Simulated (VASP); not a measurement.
# ZnS (R3m) in VASP: single point with r2SCAN

Aim: the single point of ZnS with r2SCAN.

All numbers are computed with VASP 6.6.1; they aren't measurements. Logs are shortened: lines on timing, memory, paths and dates and some standing lists are left out, and cuts for length are marked.

## Step 1: The structure

The structure is trigonal, space group R3m (No. 160). The conventional cell has a = 3.807 Å, b = 3.807 Å, c = 28.062 Å, α = 90.00°, β = 90.00°, γ = 120.00°. Around Zn (site symmetry 3m) lie 4 S at 2.33 to 2.34 Å. Around Zn (site symmetry 3m) lie 4 S at 2.33 Å. Around Zn (site symmetry 3m) lie 4 S at 2.33 to 2.34 Å. S (site symmetry 3m) has 4 Zn at 2.33 to 2.34 Å as nearest neighbours. S (site symmetry 3m) is surrounded by 4 Zn at 2.33 to 2.34 Å. Around S (site symmetry 3m) lie 4 Zn at 2.33 Å.

Measurements of this composition are mostly on another form, of space group No. 216.

## Step 2: Single point, r2SCAN

POSCAR

```
ZnS
1.0
    1.9036300238      1.0990613067      9.3541347981
   -1.9036300238      1.0990613067      9.3541347981
    0.0000000000     -2.1981226134      9.3541347981
Zn S
3 3
Direct
    0.9999789175      0.9999789175      0.9999789175
    0.2222813884      0.2222813884      0.2222813884
    0.4445836769      0.4445836769      0.4445836769
    0.0832619666      0.0832619666      0.0832619666
    0.5278285134      0.5278285134      0.5278285134
    0.3053915373      0.3053915373      0.3053915373
```

INCAR.step1

```
SYSTEM = ZnS
ALGO     = Normal         ! electronic algorithm
EDIFF    = 1E-4           ! SCF threshold, eV
ENCUT    = 520            ! plane-wave cutoff, eV
GGA      = PE             ! functional
ISMEAR   = 0              ! smearing method
LASPH    = .True.         ! aspherical terms in the spheres
LCHARG   = .False.        ! write CHGCAR
LREAL    = .False.        ! projectors in reciprocal space
LWAVE    = .True.         ! write WAVECAR
NBANDS   = 36             ! bands
NELM     = 100            ! most SCF steps
PREC     = Accurate       ! precision mode
SIGMA    = 0.05           ! smearing width, eV
```

INCAR.step2

```
SYSTEM = ZnS
ALGO     = Normal         ! electronic algorithm
EDIFF    = 1E-6           ! SCF threshold, eV
ENCUT    = 520            ! plane-wave cutoff, eV
ISIF     = 2              ! what is computed and relaxed
ISMEAR   = 0              ! smearing method
ISTART   = 1            
LASPH    = .True.         ! aspherical terms in the spheres
LCHARG   = .False.        ! write CHGCAR
LMIXTAU  = .True.       
LREAL    = .False.        ! projectors in reciprocal space
LWAVE    = .False.        ! write WAVECAR
METAGGA  = R2SCAN         ! meta-GGA
NBANDS   = 36             ! bands
NELM     = 100            ! most SCF steps
PREC     = Accurate       ! precision mode
SIGMA    = 0.05           ! smearing width, eV
```

KPOINTS

```
k-points
0
Gamma
  6 6 6
  0 0 0
```

Potentials or basis: VASP PAW PBE potentials, release 64 (Zn, S).

On the command line:

```
> cat potpaw_PBE.64/Zn/POTCAR potpaw_PBE.64/S/POTCAR > POTCAR
> cp INCAR.step1 INCAR
> mpirun -np 1 vasp_std > vasp.out
> cp INCAR.step2 INCAR
> mpirun -np 1 vasp_std > vasp.out
```

OUTCAR:

```text
SYSTEM = ZnS
   EDIFF = 1E-6
   ENCUT = 520
   ISIF = 2
   ISMEAR = 0
   ISTART = 1
   LASPH = .True.
   LREAL = .False.
   METAGGA = R2SCAN
   NELM = 100
   PREC = Accurate

 ion  position               nearest neighbor table
   1  1.000  1.000  1.000-   6 2.33   6 2.33   6 2.33   4 2.34
   2  0.222  0.222  0.222-   6 2.33   5 2.33   5 2.33   5 2.33
   3  0.445  0.445  0.445-   4 2.33   4 2.33   4 2.33   5 2.34
   4  0.083  0.083  0.083-   3 2.33   3 2.33   3 2.33   1 2.34
   5  0.528  0.528  0.528-   2 2.33   2 2.33   2 2.33   3 2.34
   6  0.305  0.305  0.305-   2 2.33   1 2.33   1 2.33   1 2.33

  LATTYP: Found a trigonal (rhomboedric) cell.
 ALAT       =     9.6089323468
 COS(alpha) =     0.9215044899

  Lattice vectors:

 A1 = (   1.9036300238,   1.0990613067,   9.3541347981)
 A2 = (  -1.9036300238,   1.0990613067,   9.3541347981)
 A3 = (   0.0000000000,  -2.1981226134,   9.3541347981)

Analysis of symmetry for initial positions (statically):
=====================================================================
 Subroutine PRICEL returns:
 Original cell was already a primitive cell.

 Routine SETGRP: Setting up the symmetry group for a
 trigonal (rhombohedral) supercell.

 Subroutine GETGRP returns: Found  6 space group operations
 (whereof  6 operations were pure point group operations)
 out of a pool of 12 trial point group operations.

The static configuration has the point symmetry C_3v.

Analysis of symmetry for dynamics (positions and initial velocities):
=====================================================================
 Subroutine PRICEL returns:
 Original cell was already a primitive cell.

 Routine SETGRP: Setting up the symmetry group for a
 trigonal (rhombohedral) supercell.

 Subroutine GETGRP returns: Found  6 space group operations
 (whereof  6 operations were pure point group operations)
 out of a pool of 12 trial point group operations.

The dynamic configuration has the point symmetry C_3v.

 Subroutine INISYM returns: Found  6 space group operations
 (whereof  6 operations are pure point group operations),
 and found     1 'primitive' translations

----------------------------------------------------------------------------------------

                                     Primitive cell

  volume of cell :     117.4247

  direct lattice vectors                    reciprocal lattice vectors
     1.903630024  1.099061307  9.354134798     0.262656080  0.151644559  0.035634865
    -1.903630024  1.099061307  9.354134798    -0.262656080  0.151644559  0.035634865
     0.000000000 -2.198122613  9.354134798     0.000000000 -0.303289117  0.035634865

  length of vectors
     9.608932347  9.608932347  9.608932347     0.305375395  0.305375395  0.305375395

  position of ions in fractional coordinates (direct lattice)
     0.999978918  0.999978918  0.999978918
     0.222281388  0.222281388  0.222281388
     0.444583677  0.444583677  0.444583677
     0.083261967  0.083261967  0.083261967
     0.527828513  0.527828513  0.527828513
     0.305391537  0.305391537  0.305391537

  ion indices of the primitive-cell ions
   primitive index   ion index
                 1           1
                 2           2
                 3           3
                 4           4
                 5           5
                 6           6

----------------------------------------------------------------------------------------

 KPOINTS: k-points

Automatic generation of k-mesh.
 Grid dimensions read from file:
 generate k-points for:    6    6    6

 Generating k-lattice:

  Cartesian coordinates                     Fractional coordinates (reciprocal lattice)
     0.043776013  0.025274093  0.005939144     0.166666667 -0.000000000 -0.000000000
    -0.043776013  0.025274093  0.005939144    -0.000000000  0.166666667 -0.000000000
     0.000000000 -0.050548186  0.005939144    -0.000000000 -0.000000000  0.166666667

  Length of vectors
     0.050895899  0.050895899  0.050895899

  Shift w.r.t. Gamma in fractional coordinates (k-lattice)
     0.000000000  0.000000000  0.000000000

 Subroutine IBZKPT returns following result:
 ===========================================

 Found     32 irreducible k-points:

 Following reciprocal coordinates:
            Coordinates               Weight
  0.000000  0.000000  0.000000      1.000000
  0.166667 -0.000000  0.000000      6.000000
  0.333333  0.000000  0.000000      6.000000
  0.500000  0.000000  0.000000      3.000000
  0.166667  0.166667  0.000000      6.000000
  0.333333  0.166667  0.000000     12.000000
[... 16 lines left out ...]
  0.500000  0.500000  0.166667      6.000000
 -0.333333  0.500000  0.166667     12.000000
 [... further k-points ...]
   k-points           NKPTS =     32   k-points in BZ     NKDIM =     32   number of bands    NBANDS=     36
   number of dos      NEDOS =    301   number of ions     NIONS =      6
   total plane-waves  NPLWV = 373248
   dimension x,y,z NGX =    72 NGY =   72 NGZ =   72
   dimension x,y,z NGXF=   144 NGYF=  144 NGZF=  144
   ions per type =               3   3
   NGX,Y,Z   is equivalent  to a cutoff of  12.46, 12.46, 12.46 a.u.
   NGXF,Y,Z  is equivalent  to a cutoff of  24.91, 24.91, 24.91 a.u.
 SYSTEM =  ZnS
   PREC   = accura    normal or accurate (medium, high low for compatibility)
   ISTART =      1    job   : 0-new  1-cont  2-samecut
   ICHARG =      0    charge: 1-file 2-atom 10-const
   ISPIN  =      1    spin polarized calculation?
   LNONCOLLINEAR =      F non collinear calculations
   LSORBIT =      F    spin-orbit coupling
   LASPH  =      T    aspherical Exc in radial PAW
   ENCUT  =  520.0 eV  38.22 Ry    6.18 a.u.  17.87 17.87 17.87*2*pi/ulx,y,z
   NELM   =    100;   NELMIN=  2; NELMDL=  0     # of ELM steps
   EDIFF  = 0.1E-05   stopping-criterion for ELM
   LREAL  =      F    real-space projection
   EDIFFG = 0.1E-04   stopping-criterion for IOM
   NSW    =      0    number of steps for IOM
   IBRION =     -1    ionic relax: 0-MD 1-quasi-New 2-CG
   NFREE  =      0    steps in history (QN), initial steepest desc. (CG)
   ISIF   =      2    stress and relaxation
   ISYM   =      2    0-nonsym 1-usesym 2-fastsym
   POTIM  = 0.5000    time-step for ionic-motion
   TEBEG  =    0.0;   TEEND  =   0.0 temperature during run
   PSTRESS=    0.0 pullay stress
   NELECT =      54.0000    total number of electrons
   NUPDOWN=      -1.0000    fix difference up-down
   EMIN   =  10.00;   EMAX   =-10.00  energy-range for DOS
   EFERMI =   0.00;   METHOD = LEGACY
   ISMEAR =     0;   SIGMA  =   0.05  broadening in eV -4-tet -1-fermi 0-gaus
   EFERMI_NEDOS =   21; number of points for ismear=-14 and -15
   IALGO  =     38    algorithm
   IMIX   =      4    mixing-type and parameters
     AMIX     =   0.40;   BMIX     =  1.00
     AMIX_MAG =   1.60;   BMIX_MAG =  1.00
  volume/ion in A,a.u.               =      19.57       132.07
  Fermi-wavevector in a.u.,A,eV,Ry     =   1.263629  2.387913 21.725220  1.596759
  Thomas-Fermi vector in A             =   2.396976
   LORBIT       =      0    0 simple, 1 ext, 2 COOP (PROOUT), +10 PAW based schemes
   METAGGA = R2SCAN    functional components
   LHFCALC =     F    Hartree Fock is set to
   AEXX    =    0.0000 exact exchange contribution
   IVDW    =     0    specifies the selected vdW correction
   LEPSILON=     F    determine dielectric tensor
   LRPA    =     F    only Hartree local field effects (RPA)
 non-spin polarized calculation
 Gauss-broadening in eV      SIGMA  =   0.05
  energy-cutoff  :      520.00
  volume of cell :      117.42
 maximum number of plane-waves:      3183
   NGX = 35   NGY = 35   NGZ = 35

 number of electron      53.9999979 magnetization

 Free energy of the ion-electron system (eV)
  ---------------------------------------------------
  ext. energy  EPLUGINS =         0.00000000
  ---------------------------------------------------
  free energy    TOTEN  =       -56.58638264 eV

  energy without entropy =      -56.58638264  energy(sigma->0) =      -56.58638264

 E-fermi :   2.1625     XC(G=0): -10.3194

 val. band max:        1.9202162632   @ k =   0.0000   0.0000   0.0000
 cond. band min:       4.6842699966   @ k =   0.0000   0.0000   0.0000
 fundamental gap:      2.7640537334
 Fermi energy:         2.1625451335

 k-point     1 :       0.0000    0.0000    0.0000
  band No.  band energies     occupation
      1     -11.8304      2.00000
      2     -11.1473      2.00000
      3     -11.1373      2.00000
      4      -4.6173      2.00000
      5      -4.6076      2.00000
      6      -4.6076      2.00000
[... 28 lines left out ...]
     35       9.3270      0.00000
     36       9.7849      0.00000

 k-point     2 :       0.1667   -0.0000    0.0000
  band No.  band energies     occupation
      1     -11.6395      2.00000
      2     -11.0581      2.00000
      3     -10.9662      2.00000
      4      -4.6169      2.00000
      5      -4.5839      2.00000
      6      -4.5706      2.00000
[... 28 lines left out ...]
     35       9.4229      0.00000
     36      10.1608      0.00000

 k-point     3 :       0.3333    0.0000    0.0000
  band No.  band energies     occupation
      1     -11.1847      2.00000
      2     -10.7955      2.00000
      3     -10.6952      2.00000
      4      -4.6122      2.00000
      5      -4.5675      2.00000
      6      -4.5124      2.00000
[... 28 lines left out ...]
     35      10.3121      0.00000
     36      10.9289      0.00000

 k-point     4 :       0.5000    0.0000    0.0000
  band No.  band energies     occupation
      1     -10.8762      2.00000
      2     -10.6300      2.00000
      3     -10.6227      2.00000
      4      -4.6029      2.00000
      5      -4.5558      2.00000
      6      -4.4880      2.00000
[... 28 lines left out ...]
     35      10.8193      0.00000
     36      11.5627      0.00000

 k-point     5 :       0.1667    0.1667    0.0000
  band No.  band energies     occupation
      1     -11.6314      2.00000
      2     -11.1109      2.00000
      3     -10.9208      2.00000
      4      -4.6212      2.00000
      5      -4.5781      2.00000
      6      -4.5683      2.00000
[... 655 lines left out ...]
 k-point    22 :      -0.1667    0.3333    0.1667
  band No.  band energies     occupation
      1     -10.8827      2.00000
      2     -10.6790      2.00000
      3     -10.5789      2.00000
      4      -4.5623      2.00000
      5      -4.4981      2.00000
      6      -4.4742      2.00000
[... 28 lines left out ...]
     35      10.0790      0.00000
     36      10.7202      0.00000

 k-point    23 :       0.5000    0.5000    0.1667
  band No.  band energies     occupation
      1     -11.0908      2.00000
      2     -10.9947      2.00000
      3     -10.5898      2.00000
      4      -4.6297      2.00000
      5      -4.5648      2.00000
      6      -4.5087      2.00000
[... 28 lines left out ...]
     35      10.3332      0.00000
     36      10.4715      0.00000

 k-point    24 :      -0.3333    0.5000    0.1667
  band No.  band energies     occupation
      1     -10.8056      2.00000
      2     -10.7974      2.00000
      3     -10.5388      2.00000
      4      -4.5639      2.00000
      5      -4.5017      2.00000
      6      -4.4746      2.00000
[... 28 lines left out ...]
     35      10.0443      0.00000
     36      11.2431      0.00000

 [... further k-points ...]
[... 5 lines left out ...]
  --------------------------------------------------------------------------------------
  -------------------------------------------------------------------------------------
  Total        0.0612169      0.0612169      0.0551191      0.0000000      0.0000000      0.0000000
  in kB        0.8352614      0.8352614      0.7520611      0.0000000      0.0000000      0.0000000
  external PRESSURE =       0.8075280 kB  Pullay stress =       0.0000000 kB

 VOLUME and BASIS-vectors are now :
 -----------------------------------------------------------------------------
  energy-cutoff  :      520.00
  volume of cell :      117.42
      direct lattice vectors                 reciprocal lattice vectors
     1.903630024  1.099061307  9.354134798     0.262656080  0.151644559  0.035634865
    -1.903630024  1.099061307  9.354134798    -0.262656080  0.151644559  0.035634865
     0.000000000 -2.198122613  9.354134798     0.000000000 -0.303289117  0.035634865

 POSITION                                       TOTAL-FORCE (eV/Angst)
 -----------------------------------------------------------------------------------
      0.00000      0.00000     28.06181         0.000000      0.000000     -0.004379
      0.00000      0.00000      6.23775         0.000000     -0.000000     -0.003914
      0.00000      0.00000     12.47609         0.000000      0.000000     -0.006488
      0.00000      0.00000      2.33653         0.000000     -0.000000      0.003720
      0.00000      0.00000     14.81214         0.000000      0.000000      0.005356
      0.00000      0.00000      8.57002         0.000000      0.000000      0.005706
 -----------------------------------------------------------------------------------
    total drift:                               -0.000000      0.000000     -0.023329

  FREE ENERGIE OF THE ION-ELECTRON SYSTEM (eV)
  ---------------------------------------------------
  free  energy   TOTEN  =       -56.5863826410 eV

  energy  without entropy=      -56.5863826410  energy(sigma->0) =      -56.58638264
```

It took 41 min on 1 thread of Intel Xeon Platinum 8488C (Sapphire Rapids), shared host; peak memory 0.85 GiB.

What came out:

```yaml
Free_energy: -56.5864 eV
Pressure: 0.1 GPa
Largest_force: 0.006 eV/Å
Band_gap_on_the_k_mesh: 2.76 eV, direct
```

Forces in eV/Å, atoms in the order of the input:
```
Zn   0.000  0.000 -0.004
Zn   0.000  0.000 -0.004
Zn   0.000  0.000 -0.006
S    0.000  0.000  0.004
S    0.000  0.000  0.005
S    0.000  0.000  0.006
```

Caveat: the PAW data sets were made with another functional, which shifts forces and pressure a little. r2SCAN opens gaps a little over a GGA but as a rule still falls short of measured ones.
